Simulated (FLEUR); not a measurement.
**TaN in FLEUR: convergence with Kmax**

TaN:

```
CELL_PARAMETERS angstrom
0.00000 2.21132 2.21132
2.21132 0.00000 2.21132
2.21132 2.21132 0.00000
ATOMIC_POSITIONS crystal
Ta 0.51353 0.48421 0.52898
N 0.98710 0.98530 0.01570
```

The cell comes from a database or a generator and needn't be the stable form of this composition.

The cell isn't the ideal one: atoms moved at random.

- Program: FLEUR MaX-R8.1 (later development tree)
- Task: convergence study
- Functional: PBEsol
- Potentials or basis: all-electron
- Basis: FLAPW
- Kmax: 2.6 1/bohr
- k mesh: 4 × 4 × 4
- Occupations: fermi-dirac, width 0.05 eV
- Spin: no spin polarisation

These are the settings of the first run; the series varies Kmax, with any setting tied to it.

Hardware: 1 thread of Arm Neoverse V2, with other jobs on the host.

The values tried are 2.6, 3, 3.4, 3.8, 4.2, 4.6, 5, 5.5, loosest first. From which on does the largest force stay within 0.005 eV/Å of the tightest run that finished?

From 4.6 on.

| Kmax | energy less the tightest run, at zero smearing (meV/atom) | largest force (eV/Å) | SCF cycles | CPU time (s) | peak memory (GiB) |
| --- | --- | --- | --- | --- | --- |
| 2.6 | 5395.60 | 0.370 | 19 | 67 | 0.15 |
| 3 | 2192.67 | 0.702 | 19 | 69 | 0.15 |
| 3.4 | 828.08 | 0.947 | 19 | 71 | 0.15 |
| 3.8 | 281.18 | 0.967 | 19 | 78 | 0.15 |
| 4.2 | 99.98 | 0.956 | 19 | 83 | 0.15 |
| 4.6 | 31.68 | 0.942 | 19 | 92 | 0.15 |
| 5 | 8.24 | 0.941 | 19 | 110 | 0.15 |
| 5.5 | 0.00 | 0.943 | 19 | 140 | 0.15 |

Not settled before the last step: the energy (to 1 meV/atom). The tightest run that finished is the yardstick and may itself not be fully converged.

Caveat, for the tightest run too: the k mesh is coarse (spacing up to 0.62 Å⁻¹), so the values aren't converged. The run has no spin-orbit coupling, so splittings on Ta are missing.
